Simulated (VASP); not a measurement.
Write the native input for VASP 6.6.1 that does the following.

| Quantity | Value |
| --- | --- |
| Task | relaxation of the atoms |
| Functional | PBEsol |
| Potentials or basis | VASP PAW PBE potentials, release 64 (Ga_d, P) |
| Cutoff | 600 eV |
| k mesh | 8 × 8 × 8 |
| Occupations | gaussian, width 0.03 eV |
| Spin | no spin polarisation |
| Further INCAR settings | ALGO = Normal; EDIFF = 1e-07; IBRION = 2; EDIFFG = -0.01; NSW = 40 |

The structure of GaP lies in POSCAR:

```
GaP                                     
1.0
    0.0000000000      2.6629228469      2.6629228469
    2.6629228469      0.0000000000      2.6629228469
    2.6629228469      2.6629228469      0.0000000000
  Ga              P             
     1     1
Direct
     0.0000000000000000    0.0000000000000000    0.0000000000000000
     0.2500000000000000    0.2500000000000000    0.2500000000000000
```

The cell isn't the ideal one: a relaxed cell with its volume scaled by 0.94.

The input as run:

INCAR

```
SYSTEM = GaP
PREC = Accurate
ENCUT = 600
EDIFF = 1E-7
ISMEAR = 0
SIGMA = 0.03
LREAL = .False.
LASPH = .True.
NELM = 80
ALGO = Normal
ISIF = 2
LWAVE = .False.
LCHARG = .False.
GGA = PS
IBRION = 2
NSW = 40
EDIFFG = -0.01
```

KPOINTS

```
regular mesh
0
Gamma
  8 8 8
  0 0 0
```

Potentials or basis: VASP PAW PBE potentials, release 64 (Ga_d, P).

The run is started by

```sh
$ cat potpaw_PBE.64/Ga_d/POTCAR potpaw_PBE.64/P/POTCAR > POTCAR
$ mpirun -np 1 vasp_std > vasp.out
```

Results of the run:

```
Pressure after relaxing : 6.0 GPa
Band gap on the k mesh  : 1.36 eV, indirect (least direct gap 2.33 eV)
```

Caveat: the relaxation stopped at its first step, so nothing moved; the PAW data sets were made with another functional, which shifts forces and pressure a little.

Wall time 11 s on 1 thread of AMD EPYC 9R45 96-Core Processor (Zen 5), with other jobs on the host, peak memory 0.14 GiB.
